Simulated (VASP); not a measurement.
A VASP 6.6.1 single-point calculation on BaS

INCAR

```
ISIF = 2
SIGMA = 0.02
NBANDS = 15
ENCUT = 520
EDIFF = 0.001
PREC = Accurate
LREAL = .FALSE.
LWAVE = .FALSE.
NSW = 0
ISMEAR = -1
LASPH = .TRUE.
GGA = RP
IBRION = -1
LCHARG = .FALSE.
NELM = 120
```

KPOINTS

```
KPOINTS created by Atomic Simulation Environment
0
Gamma
6 6 6
0 0 0
```

POSCAR

```
Ba S
 1.0000000000000000
     3.8337582615999999    0.0000000000000000    0.0000000000000000
     0.0000000000000000    3.8337582615999999    0.0000000000000000
     0.0000000000000000    0.0000000000000000    3.8506267980000000
 Ba  S
   1   1
Cartesian
  0.0000000000000000  0.0000000000000000  0.0000000000000000
  1.9168791307999999  1.9168791307999999  1.9253133990000000
```

The recommended PBE PAW datasets give the neutral cell 16 valence electrons.

Command

```
mpirun -np 1 vasp_std
```

Question: Predict the outcome of this run.

Answer: It converged. Results: gap between bands v and c on the k mesh 1.52 eV; least direct gap on the k mesh 1.64 eV; pressure 3.1 GPa. Band v is the last that the valence electrons fill when counted band by band, and c is the next.

OSZICAR

```
N       E                     dE             d eps       ncg     rms          rms(c)
DAV:   1     0.769791100289E+02    0.76979E+02   -0.70898E+03  1200   0.947E+02
DAV:   2    -0.554897617187E+01   -0.82528E+02   -0.76628E+02  1629   0.172E+02
DAV:   3    -0.944949538734E+01   -0.39005E+01   -0.38779E+01  1709   0.377E+01
DAV:   4    -0.950991764503E+01   -0.60422E-01   -0.60416E-01  1486   0.481E+00
DAV:   5    -0.951133727654E+01   -0.14196E-02   -0.14196E-02  1608   0.616E-01    0.532E+00
DAV:   6    -0.910055692156E+01    0.41078E+00   -0.45204E-01  1424   0.483E+00    0.388E+00
DAV:   7    -0.909488294015E+01    0.56740E-02   -0.20283E-01  1529   0.291E+00    0.194E+00
DAV:   8    -0.910693898337E+01   -0.12056E-01   -0.40602E-02  1368   0.139E+00    0.253E-01
DAV:   9    -0.910689141587E+01    0.47568E-04   -0.39290E-03  1543   0.487E-01
   1 F= -.91068914E+01 E0= -.91068914E+01  d E =-.713533E-13
```

Standard output (part)

```
POSCAR found type information on POSCAR BaS
 POSCAR found :  2 types and       2 ions
 LDA part: xc-table for (Slater+PW92), standard interpolation
 POSCAR, INCAR and KPOINTS ok, starting setup
 WAVECAR not read
 entering main loop
```

For comparison, a separate PBE run of the intended cell, on usual settings and not on those above, gives a gap of 1.43 eV on its mesh and a pressure of 1.0 GPa.
